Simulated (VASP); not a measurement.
A run of VASP 6.6.1 is set up as follows.

File INCAR:

```
PREC = Accurate ; ENCUT = 520
EDIFF = 1E-7 ; ISMEAR = 0
SIGMA = 0.02 ; LREAL = False
LASPH = True ; NELM = 80
ALGO = Normal ; ISIF = 3
LWAVE = False ; LCHARG = False
METAGGA = R2SCAN ; LMIXTAU = True
IBRION = 2 ; NSW = 80
EDIFFG = -0.002 ; PSTRESS = 120.0
```

File KPOINTS:

```
regular mesh
0
Gamma
  10 10 10
```

File POSCAR:

```
NaCl
1.0
    0.0000000000      2.8100000000      2.8100000000
    2.8100000000      0.0000000000      2.8100000000
    2.8100000000      2.8100000000      0.0000000000
Na Cl
1 1
Direct
    0.0000000000      0.0000000000      0.0000000000
    0.5000000000      0.5000000000      0.5000000000
```

Potentials or basis: VASP PAW PBE potentials, release 64 (Na_pv, Cl).

Command:

```console
$ cat potpaw_PBE.64/Na_pv/POTCAR potpaw_PBE.64/Cl/POTCAR > POTCAR
$ mpirun -np 1 vasp_std > vasp.out
```

Q: Predict the relaxed cell.

A: a = 3.650 Å, b = 3.650 Å, c = 3.650 Å, α = 60.00°, β = 60.00°, γ = 60.00°.

Q: What does it give for the space group after relaxing (to 0.05 Å)?

A: Fm-3m (No. 225).

Q: Predict the band gap on the k mesh.

A: 7.27 eV, direct.

The path:
```tsv
step	energy change (eV)	largest force (eV/Å)	pressure (GPa)	volume (Å³)
1	0.0000	0.0000	-0.39	44.38
2	0.2819	0.0000	12.30	34.24
3	0.2727	0.0000	12.03	34.37
4	0.2593	0.0000	11.62	34.55
5	0.2596	0.0000	11.63	34.54
6	0.2607	0.0000	11.66	34.53
7	0.2607	0.0000	11.66	34.53
8	0.2607	0.0000	11.66	34.53
9	0.2608	0.0000	11.67	34.53
10	0.2610	0.0000	11.67	34.53
11	0.2614	0.0000	11.68	34.52
12	0.2621	0.0000	11.71	34.51
13	0.2635	0.0000	11.75	34.49
14	0.2665	0.0000	11.84	34.45
15	0.2724	0.0000	12.02	34.37
```

Caveat: the cell is relaxed towards a set pressure, so the enthalpy falls and the energy may rise; the volume moved by over 15 % at a fixed basis, so the end points are rough; the PAW data sets were made with another functional, which shifts forces and pressure a little. r2SCAN opens gaps a little over a GGA but as a rule still falls short of measured ones.
